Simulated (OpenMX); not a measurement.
The system is HfB2.

```xyz
3
Lattice="3.1400 0.0000 0.0000 -1.5700 2.7193 0.0000 0.0000 0.0000 3.4800" Properties=species:S:1:pos:R:3 pbc="T T T"
Hf    0.0000    0.0000    0.0000
B     1.5700    0.9064    1.7400
B     0.0000    1.8129    1.7400
```

Base run:

| Item | Value |
| --- | --- |
| Program | OpenMX 3.8.5 |
| Functional | PBE |
| Potentials or basis | OpenMX 2013 PBE set, Hf7.0-s3p2d2, B7.0-s2p2, grid cutoff 400 Ry |
| k mesh | 11 × 11 × 9 |
| Occupations | fermi-dirac, width 0.05 eV |
| Spin | no spin polarisation |

Its results: pressure 2.5 GPa; largest force 0.008 eV/Å.

Problem. The run is repeated on the same cell with these changes: potentials or basis from OpenMX 2013 PBE set, Hf7.0-s3p2d2, B7.0-s2p2, grid cutoff 400 Ry to OpenMX 2013 PBE set, Hf7.0-s3p2d2f1, B7.0-s2p2d1, grid cutoff 400 Ry. What comes out?

Solution. Pressure 0.3 GPa; largest force 0.008 eV/Å.

Caveats: the basis of atomic orbitals isn't converged, which shifts pressures, moduli and gaps.
